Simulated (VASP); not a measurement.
A run of VASP 6.6.1:

The input INCAR:

```
ALGO = Fast ; EDIFF = 1E-6
ENCUT = 520 ; GGA = PE
ISIF = 2 ; ISMEAR = 0
LASPH = T ; LCHARG = T
LELF = T ; LREAL = F
LVHAR = T ; LWAVE = F
NBANDS = 15 ; NELM = 80
PREC = Accurate ; SIGMA = 0.02
```

KPOINTS

```
k-points
0
Gamma
  8 8 8
```

The input POSCAR:

```
BaS
1.0
    0.0000000000      3.1149140043      3.1149140043
    3.1149140043      0.0000000000      3.1149140043
    3.1149140043      3.1149140043      0.0000000000
Ba S
1 1
Direct
    0.0000000000      0.0000000000      0.0000000000
    0.5000000000      0.5000000000      0.5000000000
```

Potentials or basis: VASP PAW PBE potentials, release 64 (Ba_sv, S).

Command:

```console
$ cat potpaw_PBE.64/Ba_sv/POTCAR potpaw_PBE.64/S/POTCAR > POTCAR
$ mpirun -np 1 vasp_std > vasp.out
```

Hardware: 1 thread of Intel(R) Xeon(R) Platinum 8488C (Sapphire Rapids), on a shared host.

Question: Estimate the wall time of this run.

Answer: Wall time 23 s on 1 thread of Intel(R) Xeon(R) Platinum 8488C (Sapphire Rapids), on a shared host, peak memory 0.21 GiB. Counts: scf iterations 14, k points 29.
